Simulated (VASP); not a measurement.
# Pt (P6/mmm) in VASP: single point with PBE

Aim: the single point of Pt with PBE.

Program: VASP 6.6.1. These are calculated values, not measurements. Logs are shortened: lines on timing, memory, paths and dates and some standing lists are left out, and cuts for length are marked.

## 1. The undisturbed crystal

It takes space group P6/mmm (No. 191, hexagonal). Conventional cell: a = 4.533 Å, b = 4.533 Å, c = 2.701 Å, α = 90.00°, β = 90.00°, γ = 120.00°. Pt (site symmetry 6/mmm) is surrounded by 14 Pt at 2.70 to 2.95 Å. Pt (site symmetry -6m2) is surrounded by 11 Pt at 2.62 to 2.95 Å.

This isn't the form of Pt at room conditions, which is fcc.

## 2. Single point, PBE (volume scaled by 0.65)

File INCAR:

```
ALGO = Normal ; EDIFF = 1E-7
ENCUT = 520 ; GGA = PE
ISIF = 2 ; ISMEAR = -1
LASPH = True ; LCHARG = False
LREAL = False ; LWAVE = False
NBANDS = 22 ; NELM = 100
PREC = Accurate ; SIGMA = 0.08
```

File KPOINTS:

```
k-points
0
Gamma
  9 9 12
```

File POSCAR:

```
Pt
1.0
    3.9287216857      0.0000000000      0.0000000000
   -1.9643608428      3.4023727843      0.0000000000
    0.0000000000      0.0000000000      2.3380164014
Pt
3
Direct
    0.0000000000      0.0000000000      0.0000000000
    0.3333333333      0.6666666667      0.5000000000
    0.6666666667      0.3333333333      0.5000000000
```

Potentials or basis: VASP PAW PBE potentials, release 64 (Pt).

Run with:

```bash
$ cat potpaw_PBE.64/Pt/POTCAR > POTCAR
$ mpirun -np 1 vasp_std > vasp.out
```

OUTCAR:

```text
EDIFF = 1E-7
   ENCUT = 520
   GGA = PE
   ISIF = 2
   ISMEAR = -1
   LASPH = True
   LREAL = False
   NELM = 100
   PREC = Accurate

 ion  position               nearest neighbor table
   1  0.000  0.000  0.000-   2 2.55   3 2.55   2 2.55   3 2.55   3 2.55   3 2.55   2 2.55   2 2.55
                             3 2.55   3 2.55   2 2.55   2 2.55
   2  0.333  0.667  0.500-   3 2.27   3 2.27   3 2.27   1 2.55   1 2.55   1 2.55   1 2.55   1 2.55
                             1 2.55   3 3.26   3 3.26   3 3.26   3 3.26   3 3.26   3 3.26
   3  0.667  0.333  0.500-   2 2.27   2 2.27   2 2.27   1 2.55   1 2.55   1 2.55   1 2.55   1 2.55
                             1 2.55   2 3.26   2 3.26   2 3.26   2 3.26   2 3.26   2 3.26

  LATTYP: Found a hexagonal cell.
 ALAT       =     3.9287216857
 C/A-ratio  =     0.5951086863

  Lattice vectors:

 A1 = (   3.9287216857,   0.0000000000,   0.0000000000)
 A2 = (  -1.9643608428,   3.4023727843,   0.0000000000)
 A3 = (   0.0000000000,   0.0000000000,   2.3380164014)

Analysis of symmetry for initial positions (statically):
=====================================================================
 Subroutine PRICEL returns:
 Original cell was already a primitive cell.

 Routine SETGRP: Setting up the symmetry group for a
 hexagonal supercell.

 Subroutine GETGRP returns: Found 24 space group operations
 (whereof 24 operations were pure point group operations)
 out of a pool of 24 trial point group operations.

The static configuration has the point symmetry D_6h.

Analysis of symmetry for dynamics (positions and initial velocities):
=====================================================================
 Subroutine PRICEL returns:
 Original cell was already a primitive cell.

 Routine SETGRP: Setting up the symmetry group for a
 hexagonal supercell.

 Subroutine GETGRP returns: Found 24 space group operations
 (whereof 24 operations were pure point group operations)
 out of a pool of 24 trial point group operations.

The dynamic configuration has the point symmetry D_6h.

 Subroutine INISYM returns: Found 24 space group operations
 (whereof 24 operations are pure point group operations),
 and found     1 'primitive' translations

----------------------------------------------------------------------------------------

                                     Primitive cell

  volume of cell :      31.2522

  direct lattice vectors                    reciprocal lattice vectors
     3.928721686  0.000000000  0.000000000     0.254535719  0.146956266  0.000000000
    -1.964360843  3.402372784  0.000000000     0.000000000  0.293912532  0.000000000
     0.000000000  0.000000000  2.338016401     0.000000000  0.000000000  0.427712996

  length of vectors
     3.928721686  3.928721686  2.338016401     0.293912532  0.293912532  0.427712996

  position of ions in fractional coordinates (direct lattice)
     0.000000000  0.000000000  0.000000000
     0.333333333  0.666666667  0.500000000
     0.666666667  0.333333333  0.500000000

  ion indices of the primitive-cell ions
   primitive index   ion index
                 1           1
                 2           2
                 3           3

----------------------------------------------------------------------------------------

 KPOINTS: k-points

Automatic generation of k-mesh.
 Grid dimensions read from file:
 generate k-points for:    9    9   12

 Generating k-lattice:

  Cartesian coordinates                     Fractional coordinates (reciprocal lattice)
     0.028281747  0.016328474  0.000000000     0.111111111  0.000000000  0.000000000
     0.000000000  0.032656948  0.000000000     0.000000000  0.111111111  0.000000000
     0.000000000  0.000000000  0.035642750     0.000000000  0.000000000  0.083333333

  Length of vectors
     0.032656948  0.032656948  0.035642750

  Shift w.r.t. Gamma in fractional coordinates (k-lattice)
     0.000000000  0.000000000  0.000000000

 Subroutine IBZKPT returns following result:
 ===========================================

 Found     84 irreducible k-points:

 Following reciprocal coordinates:
            Coordinates               Weight
  0.000000  0.000000  0.000000      1.000000
  0.111111  0.000000  0.000000      6.000000
  0.222222  0.000000  0.000000      6.000000
  0.333333 -0.000000  0.000000      6.000000
  0.444444  0.000000  0.000000      6.000000
  0.111111  0.111111  0.000000      6.000000
[... 16 lines left out ...]
  0.333333  0.222222  0.083333     24.000000
  0.333333  0.333333  0.083333      4.000000
 [... further k-points ...]
   k-points           NKPTS =     84   k-points in BZ     NKDIM =     84   number of bands    NBANDS=     22
   number of dos      NEDOS =    301   number of ions     NIONS =      3
   total plane-waves  NPLWV =  16200
   dimension x,y,z NGX =    30 NGY =   30 NGZ =   18
   dimension x,y,z NGXF=    60 NGYF=   60 NGZF=   36
   ions per type =               3
   NGX,Y,Z   is equivalent  to a cutoff of  12.69, 12.69, 12.80 a.u.
   NGXF,Y,Z  is equivalent  to a cutoff of  25.39, 25.39, 25.60 a.u.
 SYSTEM =  unknown system
   PREC   = accura    normal or accurate (medium, high low for compatibility)
   ISTART =      0    job   : 0-new  1-cont  2-samecut
   ICHARG =      2    charge: 1-file 2-atom 10-const
   ISPIN  =      1    spin polarized calculation?
   LNONCOLLINEAR =      F non collinear calculations
   LSORBIT =      F    spin-orbit coupling
   LASPH  =      T    aspherical Exc in radial PAW
   ENCUT  =  520.0 eV  38.22 Ry    6.18 a.u.   7.30  7.30  4.35*2*pi/ulx,y,z
   NELM   =    100;   NELMIN=  2; NELMDL= -5     # of ELM steps
   EDIFF  = 0.1E-06   stopping-criterion for ELM
   LREAL  =      F    real-space projection
   EDIFFG = 0.1E-05   stopping-criterion for IOM
   NSW    =      0    number of steps for IOM
   IBRION =     -1    ionic relax: 0-MD 1-quasi-New 2-CG
   NFREE  =      0    steps in history (QN), initial steepest desc. (CG)
   ISIF   =      2    stress and relaxation
   ISYM   =      2    0-nonsym 1-usesym 2-fastsym
   POTIM  = 0.5000    time-step for ionic-motion
   TEBEG  =    0.0;   TEEND  =   0.0 temperature during run
   PSTRESS=    0.0 pullay stress
   NELECT =      30.0000    total number of electrons
   NUPDOWN=      -1.0000    fix difference up-down
   EMIN   =  10.00;   EMAX   =-10.00  energy-range for DOS
   EFERMI =   0.00;   METHOD = LEGACY
   ISMEAR =    -1;   SIGMA  =   0.08  broadening in eV -4-tet -1-fermi 0-gaus
   EFERMI_NEDOS =   21; number of points for ismear=-14 and -15
   IALGO  =     38    algorithm
   IMIX   =      4    mixing-type and parameters
     AMIX     =   0.40;   BMIX     =  1.00
     AMIX_MAG =   1.60;   BMIX_MAG =  1.00
  volume/ion in A,a.u.               =      10.42        70.30
  Fermi-wavevector in a.u.,A,eV,Ry     =   1.614935  3.051784 35.484193  2.608015
  Thomas-Fermi vector in A             =   2.709764
   LORBIT       =      0    0 simple, 1 ext, 2 COOP (PROOUT), +10 PAW based schemes
   GGA     = PE    functional components
   LHFCALC =     F    Hartree Fock is set to
   AEXX    =    0.0000 exact exchange contribution
   IVDW    =     0    specifies the selected vdW correction
   LEPSILON=     F    determine dielectric tensor
   LRPA    =     F    only Hartree local field effects (RPA)
 non-spin polarized calculation
  energy-cutoff  :      520.00
  volume of cell :       31.25
 maximum number of plane-waves:       867
 NGX is ok and might be reduce to    30

 number of electron      30.0000007 magnetization

 Free energy of the ion-electron system (eV)
  ---------------------------------------------------
  ext. energy  EPLUGINS =         0.00000000
  ---------------------------------------------------
  free energy    TOTEN  =        -7.37956553 eV

  energy without entropy =       -7.31227163  energy(sigma->0) =       -7.34591858

 E-fermi :  19.8566     XC(G=0): -15.7794

 val. band max:       19.8562938649   @ k =   0.2222   0.2222   0.5000
 cond. band min:      19.8630730710   @ k =   0.3333   0.1111   0.5000
 fundamental gap:      0.0067792061
 Fermi energy:        19.8565783506

 k-point     1 :       0.0000    0.0000    0.0000
  band No.  band energies     occupation
      1       4.9890      2.00000
      2       8.1306      2.00000
      3      11.2456      2.00000
      4      12.2693      2.00000
      5      12.2819      2.00000
      6      12.2819      2.00000
[... 14 lines left out ...]
     21      30.0496      0.00000
     22      30.0496      0.00000

 k-point     2 :       0.1111    0.0000    0.0000
  band No.  band energies     occupation
      1       5.2483      2.00000
      2       8.2238      2.00000
      3      10.7747      2.00000
      4      11.2667      2.00000
      5      11.5232      2.00000
      6      12.2512      2.00000
[... 14 lines left out ...]
     21      31.9915      0.00000
     22      32.0985      0.00000

 k-point     3 :       0.2222    0.0000    0.0000
  band No.  band energies     occupation
      1       5.9773      2.00000
      2       8.4296      2.00000
      3       9.6330      2.00000
      4      10.7221      2.00000
      5      11.0325      2.00000
      6      12.0274      2.00000
[... 14 lines left out ...]
     21      33.1272      0.00000
     22      33.4466      0.00000
[... 476 lines left out ...]
 k-point    23 :       0.3333    0.2222    0.0833
  band No.  band energies     occupation
      1       7.7502      2.00000
      2       8.5897      2.00000
      3       8.8693      2.00000
      4      10.5255      2.00000
      5      10.9332      2.00000
      6      11.6740      2.00000
[... 14 lines left out ...]
     21      35.1048      0.00000
     22      35.4845      0.00000

 k-point    24 :       0.3333    0.3333    0.0833
  band No.  band energies     occupation
      1       7.6465      2.00000
      2       8.7201      2.00000
      3       8.7201      2.00000
      4      10.8097      2.00000
      5      10.8097      2.00000
      6      11.5585      2.00000
[... 14 lines left out ...]
     21      34.6117      0.00000
     22      36.4465      0.00000

 [... further k-points ...]

------------------------ aborting loop because EDIFF is reached ----------------------------------------

  FORCE on cell =-STRESS in cart. coord.  units (eV):
  Direction    XX          YY          ZZ          XY          YZ          ZX
  --------------------------------------------------------------------------------------
  -------------------------------------------------------------------------------------
  Total       60.6847795     60.6847795     60.8326254      0.0000000      0.0000000     -0.0000000
  in kB     3111.0690259   3111.0690261   3118.6485043      0.0000000      0.0000000     -0.0000000
  external PRESSURE =    3113.5955188 kB  Pullay stress =       0.0000000 kB

 VOLUME and BASIS-vectors are now :
 -----------------------------------------------------------------------------
  energy-cutoff  :      520.00
  volume of cell :       31.25
      direct lattice vectors                 reciprocal lattice vectors
     3.928721686  0.000000000  0.000000000     0.254535719  0.146956266  0.000000000
    -1.964360843  3.402372784  0.000000000     0.000000000  0.293912532  0.000000000
     0.000000000  0.000000000  2.338016401     0.000000000  0.000000000  0.427712996

 POSITION                                       TOTAL-FORCE (eV/Angst)
 -----------------------------------------------------------------------------------
      0.00000      0.00000      0.00000        -0.000000      0.000000      0.000000
     -0.00000      2.26825      1.16901         0.000000      0.000000      0.000000
      1.96436      1.13412      1.16901        -0.000000      0.000000      0.000000
 -----------------------------------------------------------------------------------
    total drift:                               -0.000000      0.000000      0.000000

  FREE ENERGIE OF THE ION-ELECTRON SYSTEM (eV)
  ---------------------------------------------------
  free  energy   TOTEN  =        -7.3795655342 eV

  energy  without entropy=       -7.3122716261  energy(sigma->0) =       -7.34591858
```

Wall time 78 s (1 thread of AMD EPYC 7R43 (Zen 3), shared host); peak memory 0.13 GiB.

What came out:

| Quantity | Value |
| --- | --- |
| Free energy | -7.3796 eV |
| Pressure | 311.4 GPa |
| Band gap on the k mesh | none (metal or under the smearing width) |

Stress tensor (GPa, compression positive):
```
311.11   0.00   0.00
  0.00 311.11   0.00
  0.00   0.00 311.86
```

Caveat: the cell as given lies far from equilibrium; so large a pressure means that the cell lies far from this level's equilibrium, or that cutoff or potentials fall short.
